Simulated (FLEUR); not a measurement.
# BeS (F-43m) in FLEUR: notebook

Runs on BeS. Level: PBEsol. Tasks: band structure, equation of state.

Everything below comes from runs of FLEUR MaX-R8.1 (later development tree). Logs are shortened: lines on timing, memory, paths and dates and some standing lists are left out, and cuts for length are marked.

### 1 The structure

It takes space group F-43m (No. 216, cubic). The conventional cell has a = 4.850 Å, b = 4.850 Å, c = 4.850 Å, α = 90.00°, β = 90.00°, γ = 90.00°. S (site symmetry -43m) is surrounded by 4 Be at 2.10 Å. Around Be (site symmetry -43m) lie 4 S at 2.10 Å.

### 2 Band structure, PBEsol

File inp.xml:

```xml
<?xml version="1.0" encoding="UTF-8" standalone="no"?>
<fleurInput fleurInputVersion="0.39">
   <comment>
      BeS                                                                                                 
   </comment>
   <calculationSetup>
      <cutoffs Kmax="4.97" Gmax="15.4" GmaxXC="15.4" numbands="0"/>
      <scfLoop itmax="60" minDistance="0.00001" maxIterBroyd="15" imix="Anderson" alpha="0.05" precondParam="0.0" spinf="2.0" sdNocoIR="T"/>
      <coreElectrons ctail="T" frcor="F" kcrel="0" coretail_lmax="0"/>
      <xcFunctional name="PBEs" relativisticCorrections="F"/>
      <magnetism jspins="1"/>
      <soc l_soc="F" theta="0.0" phi="0.0" spav="F"/>
      <expertModes spex="0" secvar="F"/>
      <geometryOptimization l_f="F" forcealpha="1.0" forcemix="BFGS" epsdisp="0.00001" epsforce="0.00001"/>
      <ldaU l_linMix="F" mixParam="0.05" spinf="1.0"/>
   </calculationSetup>
   <cell>
      <bzIntegration valenceElectrons="10.0" mode="hist" fermiSmearingEnergy="0.00183747">
         <kPointListSelection listName="default-1"/>
         <!-- k-points included here -->
         <xi:include xmlns:xi="http://www.w3.org/2001/XInclude" href="kpts.xml"> </xi:include>
      </bzIntegration>
      <!-- symmetry operations included here -->
      <xi:include xmlns:xi="http://www.w3.org/2001/XInclude" href="sym.xml"> </xi:include>
      <bulkLattice scale="1.0">
         <bravaisMatrix>
            <row-1>    0.0000000000000000     4.5825858521549998     4.5825858521549998</row-1>
            <row-2>    4.5825858521549998     0.0000000000000000     4.5825858521549998</row-2>
            <row-3>    4.5825858521549998     4.5825858521549998     0.0000000000000000</row-3>
         </bravaisMatrix>
      </bulkLattice>
   </cell>
   <atomSpecies>
      <species name="Sulfur (S)" element="S" atomicNumber="16">
         <mtSphere radius="1.97" gridPoints="651" logIncrement="0.018"/>
         <atomicCutoffs lmax="8" lnonsphr="8"/>
         <electronConfig flipSpins="F">
            <coreConfig>(1s1/2) (2s1/2) (2p1/2) (2p3/2)</coreConfig>
            <valenceConfig>(3s1/2) (3p1/2) (3p3/2)</valenceConfig>
            <stateOccupation state="(3p1/2)" spinUp="0.666667" spinDown="0.666667"/>
            <stateOccupation state="(3p3/2)" spinUp="1.333333" spinDown="1.333333"/>
         </electronConfig>
         <energyParameters s="3" p="3" d="3" f="4"/>
         <lo type="SCLO" l="0" n="3" eDeriv="2"/>
         <lo type="SCLO" l="1" n="3" eDeriv="2"/>
         <lo type="SCLO" l="2" n="3" eDeriv="2"/>
         <lo type="SCLO" l="3" n="4" eDeriv="2"/>
      </species>
      <species name="Beryllium (Be)" element="Be" atomicNumber="4">
         <mtSphere radius="1.71" gridPoints="565" logIncrement="0.018"/>
         <atomicCutoffs lmax="8" lnonsphr="8"/>
         <electronConfig flipSpins="F">
            <coreConfig></coreConfig>
            <valenceConfig>(1s1/2) (2s1/2)</valenceConfig>
         </electronConfig>
         <energyParameters s="2" p="2" d="3" f="4"/>
         <lo type="SCLO" l="0" n="1" eDeriv="0"/>
         <lo type="SCLO" l="1" n="2" eDeriv="2"/>
         <lo type="SCLO" l="2" n="3" eDeriv="2"/>
      </species>
   </atomSpecies>
   <atomGroups>
      <atomGroup species="Sulfur (S)">
         <relPos label="                   1">-1.000/4.000 -1.000/4.000 -1.000/4.000</relPos>
         <force calculate="T" relaxXYZ="TTT"/>
      </atomGroup>
      <atomGroup species="Beryllium (Be)">
         <relPos label="                   2">.0000000000 .0000000000 .0000000000</relPos>
         <force calculate="T" relaxXYZ="TTT"/>
      </atomGroup>
   </atomGroups>
   <output dos="F" band="F" slice="F">
      <checks vchk="F" cdinf="F"/>
      <bandDOS minEnergy="-.5*Htr" maxEnergy="0.5*Htr" sigma="0.015" storeEVData="T"/>
      <vacuumDOS vacdos="F" integ="F" star="F" nstars="0" locx1="0.0" locy1="0.0" locx2="0.0" locy2="0.0" nstm="0" tworkf="0.0"/>
      <unfoldingBand unfoldBand="F" supercellX="1" supercellY="1" supercellZ="1"/>
      <plotting iplot="0" polar="F">
         <plot TwoD="T" vec1="  1.0  0.0  0.0" vec2="  0.0  1.0  0.0" vec3="  0.0  0.0  1.0" zero="  0.0  0.0  0.0" file="plot"/>
      </plotting>
      <chargeDensitySlicing numkpt="0" minEigenval="0.0" maxEigenval="0.0" nnne="0" pallst="F"/>
      <specialOutput eonly="F"/>
      <moessbauerParams electricFieldGradient="T" isomerShift="T" coreHyperfine="T" valenceHyperfine="T"/>
      <magneticCircularDichroism mcd="F" energyLo="-10.0" energyUp="0.0"/>
   </output>
  <!-- We include the file relax.xml here to enable relaxations (see documentation) -->
  <xi:include xmlns:xi="http://www.w3.org/2001/XInclude" href="relax.xml"> <xi:fallback/> </xi:include>
</fleurInput>
```

File crystal.txt:

```
BeS
&input cartesian=F /
0.0000000000  2.4250000000  2.4250000000
2.4250000000  0.0000000000  2.4250000000
2.4250000000  2.4250000000  0.0000000000
1.8897261246
1.0 1.0 1.0

2
16 0.7500000000  0.7500000000  0.7500000000
4 0.0000000000  0.0000000000  0.0000000000

&kpt div1=9 div2=9 div3=9 gamma=T /
```

File inp.xml (bands):

```
<?xml version="1.0" encoding="UTF-8" standalone="no"?>
<fleurInput fleurInputVersion="0.39">
   <comment>
      BeS                                                                                                 
   </comment>
   <calculationSetup>
      <cutoffs Kmax="4.97" Gmax="15.4" GmaxXC="15.4" numbands="0"/>
      <scfLoop itmax="60" minDistance="0.00001" maxIterBroyd="15" imix="Anderson" alpha="0.05" precondParam="0.0" spinf="2.0" sdNocoIR="T"/>
      <coreElectrons ctail="T" frcor="F" kcrel="0" coretail_lmax="0"/>
      <xcFunctional name="PBEs" relativisticCorrections="F"/>
      <magnetism jspins="1"/>
      <soc l_soc="F" theta="0.0" phi="0.0" spav="F"/>
      <expertModes spex="0" secvar="F"/>
      <geometryOptimization l_f="F" forcealpha="1.0" forcemix="BFGS" epsdisp="0.00001" epsforce="0.00001"/>
      <ldaU l_linMix="F" mixParam="0.05" spinf="1.0"/>
   </calculationSetup>
   <cell>
      <bzIntegration valenceElectrons="10.0" mode="hist" fermiSmearingEnergy="0.00183747">
         <kPointListSelection listName="path-1"/>
         <!-- k-points included here -->
         <xi:include xmlns:xi="http://www.w3.org/2001/XInclude" href="kpts.xml"> </xi:include>
      </bzIntegration>
      <!-- symmetry operations included here -->
      <xi:include xmlns:xi="http://www.w3.org/2001/XInclude" href="sym.xml"> </xi:include>
      <bulkLattice scale="1.0">
         <bravaisMatrix>
            <row-1>    0.0000000000000000     4.5825858521549998     4.5825858521549998</row-1>
            <row-2>    4.5825858521549998     0.0000000000000000     4.5825858521549998</row-2>
            <row-3>    4.5825858521549998     4.5825858521549998     0.0000000000000000</row-3>
         </bravaisMatrix>
      </bulkLattice>
   </cell>
   <atomSpecies>
      <species name="Sulfur (S)" element="S" atomicNumber="16">
         <mtSphere radius="1.97" gridPoints="651" logIncrement="0.018"/>
         <atomicCutoffs lmax="8" lnonsphr="8"/>
         <electronConfig flipSpins="F">
            <coreConfig>(1s1/2) (2s1/2) (2p1/2) (2p3/2)</coreConfig>
            <valenceConfig>(3s1/2) (3p1/2) (3p3/2)</valenceConfig>
            <stateOccupation state="(3p1/2)" spinUp="0.666667" spinDown="0.666667"/>
            <stateOccupation state="(3p3/2)" spinUp="1.333333" spinDown="1.333333"/>
         </electronConfig>
         <energyParameters s="3" p="3" d="3" f="4"/>
         <lo type="SCLO" l="0" n="3" eDeriv="2"/>
         <lo type="SCLO" l="1" n="3" eDeriv="2"/>
         <lo type="SCLO" l="2" n="3" eDeriv="2"/>
         <lo type="SCLO" l="3" n="4" eDeriv="2"/>
      </species>
      <species name="Beryllium (Be)" element="Be" atomicNumber="4">
         <mtSphere radius="1.71" gridPoints="565" logIncrement="0.018"/>
         <atomicCutoffs lmax="8" lnonsphr="8"/>
         <electronConfig flipSpins="F">
            <coreConfig></coreConfig>
            <valenceConfig>(1s1/2) (2s1/2)</valenceConfig>
         </electronConfig>
         <energyParameters s="2" p="2" d="3" f="4"/>
         <lo type="SCLO" l="0" n="1" eDeriv="0"/>
         <lo type="SCLO" l="1" n="2" eDeriv="2"/>
         <lo type="SCLO" l="2" n="3" eDeriv="2"/>
      </species>
   </atomSpecies>
   <atomGroups>
      <atomGroup species="Sulfur (S)">
         <relPos label="                   1">-1.000/4.000 -1.000/4.000 -1.000/4.000</relPos>
         <force calculate="T" relaxXYZ="TTT"/>
      </atomGroup>
      <atomGroup species="Beryllium (Be)">
         <relPos label="                   2">.0000000000 .0000000000 .0000000000</relPos>
         <force calculate="T" relaxXYZ="TTT"/>
      </atomGroup>
   </atomGroups>
   <output dos="F" band="T" slice="F">
      <checks vchk="F" cdinf="F"/>
      <bandDOS minEnergy="-.5*Htr" maxEnergy="0.5*Htr" sigma="0.015" storeEVData="T"/>
      <vacuumDOS vacdos="F" integ="F" star="F" nstars="0" locx1="0.0" locy1="0.0" locx2="0.0" locy2="0.0" nstm="0" tworkf="0.0"/>
      <unfoldingBand unfoldBand="F" supercellX="1" supercellY="1" supercellZ="1"/>
      <plotting iplot="0" polar="F">
         <plot TwoD="T" vec1="  1.0  0.0  0.0" vec2="  0.0  1.0  0.0" vec3="  0.0  0.0  1.0" zero="  0.0  0.0  0.0" file="plot"/>
      </plotting>
      <chargeDensitySlicing numkpt="0" minEigenval="0.0" maxEigenval="0.0" nnne="0" pallst="F"/>
      <specialOutput eonly="F"/>
      <moessbauerParams electricFieldGradient="T" isomerShift="T" coreHyperfine="T" valenceHyperfine="T"/>
      <magneticCircularDichroism mcd="F" energyLo="-10.0" energyUp="0.0"/>
   </output>
  <!-- We include the file relax.xml here to enable relaxations (see documentation) -->
  <xi:include xmlns:xi="http://www.w3.org/2001/XInclude" href="relax.xml"> <xi:fallback/> </xi:include>
</fleurInput>
```

Potentials or basis: all-electron, FLAPW.

Run with:

```sh
> inpgen -f crystal.txt -profile fastHighL
> # inp.xml edited to the form shown
> fleur_MPI
> fleur_MPI   # second run, on inp.xml (bands)
```

Output:

```text
Welcome to FLEUR        (www.flapw.de)
      MaX-Release 8.1          (www.max-centre.eu)

 ========== k-point set info ==========
 Selected k-point list: default-1
 k-point list type: mesh
 9 x 9 x 9
 Number of k points: 35

 ------------Calculation Setup---------------------------
 Number of MPI-tasks      :            1
 Number of PE/node        :            1
 Number of OMP-threads    :            1
 Most efficient MPI parallelization for:
           1           5           7          35
 Additional eigenvalue parallelization possible
 Number of basis functions:          467
 Approximate size of matrices (H+S) per k-point:         0.006 GB
 --------------------------------------------------------
Nuclear radius smaller than smallest radial mesh point for atom type 2 -- skipping its core isomer shift
Nuclear radius smaller than smallest radial mesh point for atom type 2 -- skipping its isomer shift
 Iteration:     1   Distance:       8.70124572 me/bohr^3
Nuclear radius smaller than smallest radial mesh point for atom type 2 -- skipping its core isomer shift
Nuclear radius smaller than smallest radial mesh point for atom type 2 -- skipping its isomer shift
 Iteration:     2   Distance:       8.17689673 me/bohr^3
Nuclear radius smaller than smallest radial mesh point for atom type 2 -- skipping its core isomer shift
Nuclear radius smaller than smallest radial mesh point for atom type 2 -- skipping its isomer shift
 Iteration:     3   Distance:       2.04191298 me/bohr^3
Nuclear radius smaller than smallest radial mesh point for atom type 2 -- skipping its core isomer shift
Nuclear radius smaller than smallest radial mesh point for atom type 2 -- skipping its isomer shift
 Iteration:     4   Distance:       0.87787631 me/bohr^3
Nuclear radius smaller than smallest radial mesh point for atom type 2 -- skipping its core isomer shift
Nuclear radius smaller than smallest radial mesh point for atom type 2 -- skipping its isomer shift
 Iteration:     5   Distance:       0.48255516 me/bohr^3
Nuclear radius smaller than smallest radial mesh point for atom type 2 -- skipping its core isomer shift
Nuclear radius smaller than smallest radial mesh point for atom type 2 -- skipping its isomer shift
 Iteration:     6   Distance:       0.08205358 me/bohr^3
Nuclear radius smaller than smallest radial mesh point for atom type 2 -- skipping its core isomer shift
Nuclear radius smaller than smallest radial mesh point for atom type 2 -- skipping its isomer shift
 Iteration:     7   Distance:       0.07894084 me/bohr^3
Nuclear radius smaller than smallest radial mesh point for atom type 2 -- skipping its core isomer shift
Nuclear radius smaller than smallest radial mesh point for atom type 2 -- skipping its isomer shift
 Iteration:     8   Distance:       0.01136143 me/bohr^3
Nuclear radius smaller than smallest radial mesh point for atom type 2 -- skipping its core isomer shift
Nuclear radius smaller than smallest radial mesh point for atom type 2 -- skipping its isomer shift
 Iteration:     9   Distance:       0.00979135 me/bohr^3
Nuclear radius smaller than smallest radial mesh point for atom type 2 -- skipping its core isomer shift
Nuclear radius smaller than smallest radial mesh point for atom type 2 -- skipping its isomer shift
 Iteration:    10   Distance:       0.00099767 me/bohr^3
Nuclear radius smaller than smallest radial mesh point for atom type 2 -- skipping its core isomer shift
Nuclear radius smaller than smallest radial mesh point for atom type 2 -- skipping its isomer shift
 Iteration:    11   Distance:       0.00041282 me/bohr^3
Nuclear radius smaller than smallest radial mesh point for atom type 2 -- skipping its core isomer shift
Nuclear radius smaller than smallest radial mesh point for atom type 2 -- skipping its isomer shift
 Iteration:    12   Distance:       0.00008942 me/bohr^3
Nuclear radius smaller than smallest radial mesh point for atom type 2 -- skipping its core isomer shift
Nuclear radius smaller than smallest radial mesh point for atom type 2 -- skipping its isomer shift
 Iteration:    13   Distance:       0.00000290 me/bohr^3

 ********************************************************************
 Run finished successfully
 Stop message:
   all done
 ********************************************************************
```

Wall time 51 s (1 thread of AMD EPYC 7R43 (Zen 3), shared host); peak memory 0.05 GiB.

What came out:

- Free energy: -11247.2572 eV
- Band gap on the k mesh: 3.02 eV, indirect (least direct gap 5.59 eV)
- Band gap along the path: 2.93 eV, indirect (least direct gap 5.53 eV)
- Valence electrons inside the program's atomic spheres: S 3.90; Be 2.70 (radii S 1.97, Be 1.71 bohr)

Levels at the corners of the path, in eV from the valence-band top:
```
point  band 2  band 3  band 4  band 5  band 6  band 7  band 8  band 9
    Γ  -13.71    0.00    0.00    0.00    5.59    5.59    5.59    5.71
    X  -11.53   -5.06   -2.67   -2.67    2.93    4.79   12.69   12.69
    W  -11.47   -4.28   -3.93   -3.40    6.31    7.94    8.33    8.79
    K  -11.54   -4.59   -4.16   -2.21    4.20    7.38   10.46   11.26
    Γ  -13.71    0.00    0.00    0.00    5.59    5.59    5.59    5.71
    L  -12.08   -5.86   -1.04   -1.04    5.36    6.45    6.45   10.99
    U  -11.54   -4.59   -4.16   -2.21    4.20    7.38   10.46   11.26
    W  -11.47   -4.28   -3.93   -3.40    6.31    7.94    8.33    8.79
    L  -12.08   -5.86   -1.04   -1.04    5.36    6.45    6.45   10.99
    K  -11.54   -4.59   -4.16   -2.21    4.20    7.38   10.46   11.26
    U  -11.54   -4.59   -4.16   -2.21    4.20    7.38   10.46   11.26
    X  -11.53   -5.06   -2.67   -2.67    2.93    4.79   12.69   12.69
```

Core levels (eV from the Fermi level):
```
atom                                                   levels
 1 S  1s1/2 -2393.9, 2s1/2 -203.9, 2p1/2 -149.8, 2p3/2 -148.5
```

Caveat: the mesh misses the band edges, which the band path finds closer together.

### 3 Equation of state, PBEsol, 13.40 Å³/atom (volume scaled by 0.94)

Edit inp.xml of step 2 so:

```diff
@@ -6,3 +6,3 @@
    <calculationSetup>
-      <cutoffs Kmax="4.97" Gmax="15.4" GmaxXC="15.4" numbands="0"/>
+      <cutoffs Kmax="5.13" Gmax="15.9" GmaxXC="15.9" numbands="0"/>
       <scfLoop itmax="60" minDistance="0.00001" maxIterBroyd="15" imix="Anderson" alpha="0.05" precondParam="0.0" spinf="2.0" sdNocoIR="T"/>
@@ -24,3 +24,3 @@
       <xi:include xmlns:xi="http://www.w3.org/2001/XInclude" href="sym.xml"> </xi:include>
-      <bulkLattice scale="1.0">
+      <bulkLattice scale="0.9795861087">
          <bravaisMatrix>
@@ -34,3 +34,3 @@
       <species name="Sulfur (S)" element="S" atomicNumber="16">
-         <mtSphere radius="1.97" gridPoints="651" logIncrement="0.018"/>
+         <mtSphere radius="1.91" gridPoints="651" logIncrement="0.018"/>
          <atomicCutoffs lmax="8" lnonsphr="8"/>
@@ -49,3 +49,3 @@
       <species name="Beryllium (Be)" element="Be" atomicNumber="4">
-         <mtSphere radius="1.71" gridPoints="565" logIncrement="0.018"/>
+         <mtSphere radius="1.65" gridPoints="565" logIncrement="0.018"/>
          <atomicCutoffs lmax="8" lnonsphr="8"/>
```

Potentials or basis: all-electron, FLAPW.

Run with:

```sh
> inpgen -f crystal.txt -profile fastHighL
> # inp.xml edited to the form shown
> fleur_MPI
```

Run time: 46 s. Hardware: 1 thread of Arm Neoverse V2, shared host; peak memory 0.06 GiB.

It converged, with:

- Free energy: -11247.2317 eV
- Band gap on the k mesh: 2.88 eV, indirect (least direct gap 5.55 eV)
- Valence electrons inside the program's atomic spheres: S 3.72; Be 2.67 (radii S 1.91, Be 1.65 bohr)

Caveat: an odd mesh through Γ misses points on the zone boundary, where band edges often lie.

(Continued in part 2 of 2.)
